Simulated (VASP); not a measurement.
# NCClH2 in VASP: notebook

Aim: see how the results for NCClH2 move with the level of theory and the settings. Levels: PBE, PBE+TS. Tasks: single point, relaxation of the atoms, atomic charges.

All numbers are computed with VASP 6.6.1; they aren't measurements. Logs are shortened: lines on timing, memory, paths and dates and some standing lists are left out, and cuts for length are marked.

### 1 The molecule as given

The cell holds a molecule in a box, 5 atoms: a = 12.000 Å, b = 11.000 Å, c = 11.000 Å, α = 90.00°, β = 90.00°, γ = 90.00°.

### 2 Single point, PBE (atoms moved at random, drawn with an rms of 0.05 Å)

The input, INCAR:

```
SYSTEM = H2CNCl
  ALGO = Normal
  EDIFF = 1E-7
  ENCUT = 520
  GGA = PE
  ISIF = 2
  ISMEAR = 0
  LASPH = .True.
  LCHARG = .False.
  LREAL = .False.
  LWAVE = .False.
  NELM = 80
  PREC = Accurate
  SIGMA = 0.01
```

The input, KPOINTS:

```
k-points
0
Gamma
  1 1 1
  0 0 0
```

The input, POSCAR:

```
H2CNCl
1.0
   12.0000000000      0.0000000000      0.0000000000
    0.0000000000     11.0000000000      0.0000000000
    0.0000000000      0.0000000000     11.0000000000
N C Cl H
1 1 1 2
Direct
    0.4350650000      0.4306360000      0.4687990000
    0.5089410000      0.4856050000      0.5014220000
    0.6202540000      0.4214440000      0.5825210000
    0.3819620000      0.4834850000      0.4222680000
    0.5320840000      0.5800680000      0.4866800000
```

Potentials or basis: VASP PAW PBE potentials, release 64 (N, C, Cl, H).

Launch:

```bash
> cat potpaw_PBE.64/N/POTCAR potpaw_PBE.64/C/POTCAR potpaw_PBE.64/Cl/POTCAR potpaw_PBE.64/H/POTCAR > POTCAR
> mpirun -np 1 vasp_gam > vasp.out
```

OUTCAR:

```text
SYSTEM = H2CNCl
   EDIFF = 1E-7
   ENCUT = 520
   GGA = PE
   ISIF = 2
   ISMEAR = 0
   LASPH = .True.
   LREAL = .False.
   NELM = 80
   PREC = Accurate

 ion  position               nearest neighbor table
   1  0.435  0.431  0.469-   4 1.00   2 1.13
   2  0.509  0.486  0.501-   5 1.09   1 1.13   3 1.75
   3  0.620  0.421  0.583-   2 1.75
   4  0.382  0.483  0.422-   1 1.00
   5  0.532  0.580  0.487-   2 1.09

  LATTYP: Found a simple tetragonal cell.
 ALAT       =    11.0000000000
 C/A-ratio  =     1.0909090909

  Lattice vectors:

 A1 = (   0.0000000000,  11.0000000000,   0.0000000000)
 A2 = (   0.0000000000,   0.0000000000,  11.0000000000)
 A3 = (  12.0000000000,   0.0000000000,   0.0000000000)

Analysis of symmetry for initial positions (statically):
=====================================================================
 Subroutine PRICEL returns:
 Original cell was already a primitive cell.

 Routine SETGRP: Setting up the symmetry group for a
 simple tetragonal supercell.

 Subroutine GETGRP returns: Found  1 space group operations
 (whereof  1 operations were pure point group operations)
 out of a pool of 16 trial point group operations.

The static configuration has the point symmetry C_1 .

Analysis of symmetry for dynamics (positions and initial velocities):
=====================================================================
 Subroutine PRICEL returns:
 Original cell was already a primitive cell.

 Routine SETGRP: Setting up the symmetry group for a
 simple tetragonal supercell.

 Subroutine GETGRP returns: Found  1 space group operations
 (whereof  1 operations were pure point group operations)
 out of a pool of 16 trial point group operations.

The dynamic configuration has the point symmetry C_1 .

 Subroutine INISYM returns: Found  1 space group operations
 (whereof  1 operations are pure point group operations),
 and found     1 'primitive' translations

----------------------------------------------------------------------------------------
[... 72 lines left out ...]
   LASPH  =      T    aspherical Exc in radial PAW
   ENCUT  =  520.0 eV  38.22 Ry    6.18 a.u.  22.31 20.45 20.45*2*pi/ulx,y,z
   NELM   =     80;   NELMIN=  2; NELMDL= -5     # of ELM steps
   EDIFF  = 0.1E-06   stopping-criterion for ELM
   LREAL  =      F    real-space projection
   EDIFFG = 0.1E-05   stopping-criterion for IOM
   NSW    =      0    number of steps for IOM
   IBRION =     -1    ionic relax: 0-MD 1-quasi-New 2-CG
   NFREE  =      0    steps in history (QN), initial steepest desc. (CG)
   ISIF   =      2    stress and relaxation
   ISYM   =      2    0-nonsym 1-usesym 2-fastsym
   POTIM  = 0.5000    time-step for ionic-motion
   TEBEG  =    0.0;   TEEND  =   0.0 temperature during run
   PSTRESS=    0.0 pullay stress
   NELECT =      18.0000    total number of electrons
   NUPDOWN=      -1.0000    fix difference up-down
   EMIN   =  10.00;   EMAX   =-10.00  energy-range for DOS
   EFERMI =   0.00;   METHOD = LEGACY
   ISMEAR =     0;   SIGMA  =   0.01  broadening in eV -4-tet -1-fermi 0-gaus
   EFERMI_NEDOS =   21; number of points for ismear=-14 and -15
   IALGO  =     38    algorithm
   IMIX   =      4    mixing-type and parameters
     AMIX     =   0.40;   BMIX     =  1.00
     AMIX_MAG =   1.60;   BMIX_MAG =  1.00
  volume/ion in A,a.u.               =     290.40      1959.72
  Fermi-wavevector in a.u.,A,eV,Ry     =   0.378887  0.715993  1.953193  0.143556
  Thomas-Fermi vector in A             =   1.312529
   LORBIT       =      0    0 simple, 1 ext, 2 COOP (PROOUT), +10 PAW based schemes
   GGA     = PE    functional components
   LHFCALC =     F    Hartree Fock is set to
   AEXX    =    0.0000 exact exchange contribution
   IVDW    =     0    specifies the selected vdW correction
   LEPSILON=     F    determine dielectric tensor
   LRPA    =     F    only Hartree local field effects (RPA)
 non-spin polarized calculation
 Gauss-broadening in eV      SIGMA  =   0.01
  energy-cutoff  :      520.00
  volume of cell :     1452.00
 maximum number of plane-waves:     19579
 NGX is ok and might be reduce to    90
   NGX = 45   NGY = 41   NGZ = 41

 number of electron      18.0000001 magnetization

 Free energy of the ion-electron system (eV)
  ---------------------------------------------------
  ext. energy  EPLUGINS =         0.00000000
  ---------------------------------------------------
  free energy    TOTEN  =       -25.50066846 eV

  energy without entropy =      -25.50066846  energy(sigma->0) =      -25.50066846

 E-fermi :  -6.7551     XC(G=0):  -0.7563

 val. band max:       -6.8589166966   @ k =   0.0000   0.0000   0.0000
 cond. band min:      -1.0163171703   @ k =   0.0000   0.0000   0.0000
 fundamental gap:      5.8425995263
 Fermi energy:        -6.7551198817

 k-point     1 :       0.0000    0.0000    0.0000
  band No.  band energies     occupation
      1     -24.7678      2.00000
      2     -20.8758      2.00000
      3     -14.7562      2.00000
      4     -13.8436      2.00000
      5     -10.8056      2.00000
      6     -10.2162      2.00000
      7      -7.3755      2.00000
      8      -7.3440      2.00000
      9      -6.8589      2.00000
     10      -1.0163      0.00000
     11      -0.5438      0.00000
     12      -0.0843      0.00000
     13       0.3457      0.00000

------------------------ aborting loop because EDIFF is reached ----------------------------------------

  FORCE on cell =-STRESS in cart. coord.  units (eV):
  Direction    XX          YY          ZZ          XY          YZ          ZX
  --------------------------------------------------------------------------------------
  -------------------------------------------------------------------------------------
  Total       10.9320361      4.9046953      2.2638352      5.5074827      1.9054103      4.9349516
  in kB       12.0627137      5.4119777      2.4979790      6.0771101      2.1024829      5.4453634
  external PRESSURE =       6.6575568 kB  Pullay stress =       0.0000000 kB

 VOLUME and BASIS-vectors are now :
 -----------------------------------------------------------------------------
  energy-cutoff  :      520.00
  volume of cell :     1452.00
      direct lattice vectors                 reciprocal lattice vectors
    12.000000000  0.000000000  0.000000000     0.083333333  0.000000000  0.000000000
     0.000000000 11.000000000  0.000000000     0.000000000  0.090909091  0.000000000
     0.000000000  0.000000000 11.000000000     0.000000000  0.000000000  0.090909091

 POSITION                                       TOTAL-FORCE (eV/Angst)
 -----------------------------------------------------------------------------------
      5.22078      4.73700      5.15679        -9.895415     -6.869557     -3.779043
      6.10729      5.34165      5.51564        10.501193      6.603899      3.944892
      7.44305      4.63588      6.40773         0.530474     -0.403222      0.491237
      4.58354      5.31834      4.64495        -1.027585      0.120717     -0.617910
      6.38501      6.38075      5.35348        -0.108666      0.548163     -0.039176
 -----------------------------------------------------------------------------------
    total drift:                                0.000040      0.000221     -0.000429

  FREE ENERGIE OF THE ION-ELECTRON SYSTEM (eV)
  ---------------------------------------------------
  free  energy   TOTEN  =       -25.5006684639 eV

  energy  without entropy=      -25.5006684639  energy(sigma->0) =      -25.50066846
```

Wall time 85 s (1 thread of Intel Xeon Platinum 8488C (Sapphire Rapids), shared host); peak memory 1.1 GiB.

What came out:

```
Free energy                     : -25.5007 eV
Largest force                   : 13.017 eV/Å
Gap between the frontier levels : 5.84 eV
```

Forces on the atoms (eV/Å):
```
N   -9.895 -6.870 -3.779
C   10.501  6.604  3.945
Cl   0.530 -0.403  0.491
H   -1.028  0.121 -0.618
H   -0.109  0.548 -0.039
```

Levels at points of the mesh, in eV from the valence-band top:
```csv
k point,band 6,band 7,band 8,band 9,band 10,band 11,band 12,band 13
"(0.00, 0.00, 0.00)",-3.36,-0.52,-0.49,0.00,5.84,6.32,6.77,7.20
```

Caveat: the standard files for N, O and F lose accuracy on very short bonds.

### 3 Relaxation of the atoms, PBE (atoms moved at random, drawn with an rms of 0.02 Å)

The input, INCAR:

```
SYSTEM = H2CNCl
  PREC = Accurate
  ENCUT = 520
  EDIFF = 1E-6
  ISMEAR = 0
  SIGMA = 0.01
  LREAL = .FALSE.
  LASPH = .TRUE.
  NELM = 100
  ALGO = Fast
  ISIF = 2
  LWAVE = .FALSE.
  LCHARG = .FALSE.
  GGA = PE
  IBRION = 2
  NSW = 40
  EDIFFG = -0.02
```

The input, KPOINTS:

```
regular mesh
0
G
  1 1 1
  0 0 0
```

The input, POSCAR:

```
H2CNCl
1.0
   12.0000000000      0.0000000000      0.0000000000
    0.0000000000     11.0000000000      0.0000000000
    0.0000000000      0.0000000000     11.0000000000
N C Cl H
1 1 1 2
Direct
    0.4337850000      0.4280940000      0.4681760000
    0.5154640000      0.4884470000      0.5020910000
    0.6226910000      0.4205760000      0.5830530000
    0.3799250000      0.4821480000      0.4227520000
    0.5345350000      0.5834370000      0.4860840000
```

Potentials or basis: VASP PAW PBE potentials, release 64 (N, C, Cl, H).

Launch:

```bash
> cat potpaw_PBE.64/N/POTCAR potpaw_PBE.64/C/POTCAR potpaw_PBE.64/Cl/POTCAR potpaw_PBE.64/H/POTCAR > POTCAR
> mpirun -np 1 vasp_gam > vasp.out
```

Run time: 9.4 min. Hardware: 1 thread of Intel Xeon Platinum 8488C (Sapphire Rapids), shared host; peak memory 1.3 GiB.

It converged, with:

| Quantity | Value |
| --- | --- |
| Free energy | -26.2824 eV |
| Energy gained by relaxing | 5.6 meV/atom |
| Ionic steps | 18 |
| Largest force after relaxing | 0.012 eV/Å |
| Gap between the frontier levels | 5.03 eV |

Forces in eV/Å, atoms in the order of the input:
```
N    0.011 -0.003  0.003
C   -0.008  0.004 -0.001
Cl   0.000 -0.002  0.001
H   -0.004  0.003 -0.001
H    0.000 -0.002 -0.001
```

Step by step:
```tsv
step	energy change (eV)	largest force (eV/Å)	pressure (GPa)
1	0.0000	1.1973	0.13
2	0.1807	4.4133	-0.22
3	-0.0191	0.5894	0.04
4	-0.0005	1.1975	-0.05
5	-0.0251	0.2375	0.01
6	-0.0271	0.1657	0.00
7	-0.0271	0.1460	0.00
8	-0.0273	0.2308	-0.02
9	-0.0276	0.1023	-0.01
10	-0.0275	0.2115	0.00
11	-0.0278	0.0509	-0.01
12	-0.0279	0.0346	-0.01
13	-0.0279	0.0247	-0.01
14	-0.0279	0.0231	-0.01
15	-0.0279	0.0395	-0.01
16	-0.0280	0.0219	-0.01
17	-0.0280	0.0240	-0.01
18	-0.0280	0.0120	-0.01
```

Final structure:
```
N C Cl H
1.0
    12.00000    0.00000    0.00000
     0.00000   11.00000    0.00000
     0.00000    0.00000   11.00000
N C Cl H
1 1 1 2
Direct
  0.43291 0.42779 0.46857
  0.51680 0.48818 0.50192
  0.62381 0.41991 0.58395
  0.37824 0.48199 0.42138
  0.53464 0.58483 0.48633
```

Levels at points of the mesh, in eV from the valence-band top:
| k point | band 6 | band 7 | band 8 | band 9 | band 10 | band 11 | band 12 | band 13 |
| --- | --- | --- | --- | --- | --- | --- | --- | --- |
| (0.00, 0.00, 0.00) | -2.76 | -0.79 | -0.44 | 0.00 | 5.03 | 6.32 | 6.54 | 7.21 |

Caveat: the standard files for N, O and F lose accuracy on very short bonds.

### 4 Atomic charges, PBE+TS

The input, INCAR:

```
PREC     = Accurate       # precision mode
ENCUT    = 520            # plane-wave cutoff, eV
EDIFF    = 1E-6           # SCF threshold, eV
ISMEAR   = 0              # smearing method
SIGMA    = 0.01           # smearing width, eV
LREAL    = F              # projectors in reciprocal space
LASPH    = T              # aspherical terms in the spheres
NELM     = 60             # most SCF steps
ALGO     = Normal         # electronic algorithm
ISIF     = 2              # what is computed and relaxed
LWAVE    = F              # write WAVECAR
LCHARG   = F              # write CHGCAR
GGA      = PE             # functional
IVDW     = 2              # dispersion correction
LORBIT   = 11             # projections on sites
```

The input, KPOINTS:

```
Automatic mesh
0
Gamma
  1 1 1
```

The input, POSCAR:

```
H2CNCl
1.0
   12.0000000000      0.0000000000      0.0000000000
    0.0000000000     11.0000000000      0.0000000000
    0.0000000000      0.0000000000     11.0000000000
N C Cl H
1 1 1 2
Direct
    0.4334958300      0.4283136400      0.4688090900
    0.5164708300      0.4878227300      0.5023363600
    0.6224875000      0.4199590900      0.5843727300
    0.3796791700      0.4823863600      0.4218090900
    0.5340041700      0.5838590900      0.4866818200
```

Launch:

```bash
> cat potpaw_PBE.64/N/POTCAR potpaw_PBE.64/C/POTCAR potpaw_PBE.64/Cl/POTCAR potpaw_PBE.64/H/POTCAR > POTCAR
> mpirun -np 1 vasp_gam > vasp.out
```

Wall time 84 s (1 thread of Intel Xeon Platinum 8488C (Sapphire Rapids), shared host); peak memory 1.1 GiB.

It converged, with:

```
Free energy                                           : -26.2786 eV
Largest force                                         : 0.900 eV/Å
Gap between the frontier levels                       : 5.10 eV
Valence electrons inside the program's atomic spheres : N 3.92; C 2.58; Cl 5.13; H 0.72, 0.69
Hirshfeld charges                                     : N -0.21; C +0.05; Cl -0.02; H +0.12, +0.06 e
Dispersion energy per atom                            : -0.001 eV
```

Forces in eV/Å, atoms in the order of the input:
```
N   -0.603 -0.649 -0.155
C    0.559  0.371  0.206
Cl   0.227 -0.111  0.155
H   -0.257  0.144 -0.181
H    0.074  0.245 -0.025
```

Levels at points of the mesh, in eV from the valence-band top:
```csv
k point,band 5,band 6,band 7,band 8,band 9,band 10,band 11,band 12,band 13
"(0.00, 0.00, 0.00)",-4.03,-2.86,-0.80,-0.47,0.00,5.10,6.30,6.61,7.20
```

Caveat: the standard files for N, O and F lose accuracy on very short bonds. A hybrid or GW would open this gap; PBE tends to underestimate it.

### 5 Overview

```csv
task,level,cell,gap on the mesh (eV),largest force (eV/Å)
single point,PBE,"atoms moved at random, drawn with an rms of 0.05 Å",5.84,13.02
relaxation of the atoms,PBE,"atoms relaxed from: atoms moved at random, drawn with an rms of 0.02 Å",5.03,0.01
atomic charges,PBE+TS,as given,5.10,0.90
```

Alike in all rows: potentials or basis VASP PAW PBE potentials, release 64 (N, C, Cl, H); no spin polarisation; k mesh 1 × 1 × 1; cutoff (eV) 520; smearing gaussian 0.01 eV.

Caveats: the standard files for N, O and F lose accuracy on very short bonds.

Total energies depend on the potentials used, so only differences within one code and one set of settings carry meaning.
